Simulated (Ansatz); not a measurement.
## Ir: experiment and calculation

**What was measured.**

“Phase stability and electronic structure of iridium metal at the megabar range”, 2019, pmc:6586894 reports, for a powder of Ir: lattice constant a 3.837 ± 0.001 Å; bulk modulus 339 ± 3 GPa.

How close the calculation comes is told below.

Computed with DFT PBE, scalar-relativistic, plane waves, PAW in Ansatz.

Plane waves to 420 eV, a k mesh through Γ of 18×18×18 on the computed 1-atom cell and Gaussian smearing (0.10 eV); no spin polarisation.

Relaxed structure, symmetry kept:

```xyz
1
Lattice="0.0000 1.9353 1.9353 1.9353 0.0000 1.9353 1.9353 1.9353 0.0000" Properties=species:S:1:pos:R:3 pbc="T T T"
Ir    0.0000    0.0000    0.0000
```

| Item | Value |
| --- | --- |
| Space group | Fm-3m (No. 225) |
| Volume per atom | 14.50 Å³ |
| Formation energy from the elements' standard states (uncorrected) | +0.002 eV/atom |
| Kohn–Sham band gap | none (metal) |
| Density of states at the Fermi level | 0.95 states/eV per cell |
| Löwdin character within 0.5 eV of the Fermi level | Ir 5d 96 % |
| Bulk modulus | 348 GPa |
| Its pressure derivative | 5.1 |
| Bader charges (e) | Ir (1 in the cell) 0.00 |

Spin-orbit coupling is left out, which matters for the bands of heavy elements.

Measured lattice constant a of Ir: 3.837 Å (powder; the paper above). This calculation gives 3.871 Å (+0.9 %). 2 values of this kind are on record in papers (3.837 to 3.838 Å); this one was drawn at random among those near their median, those with a stated uncertainty first. The calculation is for 0 K without zero-point motion. A measured bulk modulus of Ir is 339 GPa (powder; the paper above); the calculated 348 GPa misses it by +2.6 %.